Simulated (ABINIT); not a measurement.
The system is BaTiO3 (Barioperovskite).

```
Ba Ti O
1.0
     3.98550    0.00000    0.00000
     0.00000    2.83690    2.84515
     0.00000   -2.83690    2.84515
Ba Ti O
1 1 3
Cartesian
  0.0000 0.0000 0.0000
  1.9928 0.0000 2.9157
  1.9928 1.3804 4.2594
  1.9928 -1.3804 4.2594
  0.0000 0.0000 2.7735
```

```yaml
Program: ABINIT 10.8.3 (patched build)
Task: relaxation of cell and atoms
Functional: LDA
Potentials_or_basis: JTH PAW LDA v2.0
Cutoff: 626 eV
k_mesh: 5 × 5 × 5
Occupations: fermi-dirac, width 0.05 eV
Spin: no spin polarisation
```

At the start: pressure -7.3 GPa; volume 12.87 Å³/atom.

Question: Where does the relaxation end?

Answer: Over 9 steps the energy falls by 16.1 meV/atom and the volume is 12.41 Å³/atom (-3.6 %); space group Amm2 (No. 38, to 0.05 Å).

The path:
```
step  energy change (eV)  largest force (eV/Å)  pressure (GPa)  volume (Å³)
   1              0.0000                0.3332           -7.28        64.34
   2             -0.0513                0.2564           -3.44        62.92
   3             -0.0672                0.2051            0.46        61.64
   4             -0.0686                0.1940            0.36        61.68
   5             -0.0793                0.0813            0.00        61.92
   6             -0.0796                0.0746            0.01        61.93
   7             -0.0802                0.0410            0.03        61.98
   8             -0.0802                0.0363            0.02        61.99
   9             -0.0804                0.0182           -0.01        62.04
```

Final structure:
```cif
data_structure
_symmetry_space_group_name_H-M 'P 1'
_symmetry_Int_Tables_number 1
_cell_length_a 3.9322
_cell_length_b 3.9720
_cell_length_c 3.9720
_cell_angle_alpha 89.847
_cell_angle_beta 90.000
_cell_angle_gamma 90.000
_cell_volume 62.04
loop_
_atom_site_label
_atom_site_type_symbol
_atom_site_fract_x
_atom_site_fract_y
_atom_site_fract_z
_atom_site_occupancy
Ba1 Ba 0.00000 0.00510 0.00510 1
Ti1 Ti 0.50000 0.51732 0.51732 1
O1 O 0.50000 0.98711 0.49421 1
O2 O 0.50000 0.49421 0.98711 1
O3 O 0.00000 0.49314 0.49314 1
```

Caveat: this set's barium file shifts pressures by 1.5 GPa and gaps by 0.1 eV against other sets; the atomic spheres overlap.
